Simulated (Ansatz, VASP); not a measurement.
**Two plane-wave programs on Mo**

The input INCAR:

```
SYSTEM = Mo
ALGO     = Fast           ! electronic algorithm
EDIFF    = 1E-6           ! SCF threshold, eV
ENCUT    = 520            ! plane-wave cutoff, eV
GGA      = PE             ! functional
ISIF     = 2              ! what is computed and relaxed
ISMEAR   = 0              ! smearing method
LASPH    = .TRUE.         ! aspherical terms in the spheres
LCHARG   = .TRUE.         ! write CHGCAR
LELF     = .TRUE.         ! ELF
LREAL    = .FALSE.        ! projectors in reciprocal space
LVHAR    = .TRUE.       
LWAVE    = .FALSE.        ! write WAVECAR
NBANDS   = 13             ! bands
NELM     = 60             ! most SCF steps
PREC     = Accurate       ! precision mode
SIGMA    = 0.15           ! smearing width, eV
```

File KPOINTS:

```
k-points
0
G
  22 22 22
  0 0 0
```

File POSCAR:

```
Mo
1.0
    0.0000000000      2.1067344132      1.8052607186
    2.1067344132      0.0000000000      1.8052607186
    2.1067344132      2.1067344132      0.0000000000
Mo
1
Direct
    0.0000000000      0.0000000000      0.0000000000
```

Input for Ansatz:

```yaml
crystal:
  lattice:
    - [0.0, 2.1067344132, 1.8052607186]
    - [2.1067344132, 0.0, 1.8052607186]
    - [2.1067344132, 2.1067344132, 0.0]
  atoms:
    - { symbol: Mo, position: [0.0, 0.0, 0.0] }
basis:
  ecutwfc: 420
kpoints:
  mp_grid: { grid: [22, 22, 22] }
hamiltonian:
  xc: pbe
scf:
  occupations: { method: gaussian, width: 0.15 }
output:
  forces: true
  stress: true
  eigenvalues: true
  write_density: true
  write_potential: true
  elf: true
  volumetric_format: npy
```

Alike in both runs: task single point; functional PBE; k mesh 22 × 22 × 22; occupations gaussian, width 0.15 eV; no spin polarisation.

|  | VASP | Ansatz |
| --- | --- | --- |
| version | VASP 6.6.1 | Ansatz 0.2.0 |
| potentials or method | VASP PAW PBE potentials, release 64 (Mo_sv) | scalar-relativistic, plane waves, PAW |
| plane-wave cutoff (eV) | 520 | 420 |
| valence electrons in the cell | 14 | 14 |

Ansatz gave:

| Item | Value |
| --- | --- |
| gap on the k mesh at the Fermi level (eV) | none |
| pressure (GPa) | -0.5 |
| largest component of the traceless stress (GPa) | 17.86 |

Task: Estimate VASP's values.

Result: gap on the k mesh at the Fermi level (eV): none; pressure (GPa): 0.0; largest component of the traceless stress (GPa): 17.84.

A gap of «none» marks a metal or a gap that the smearing closes.
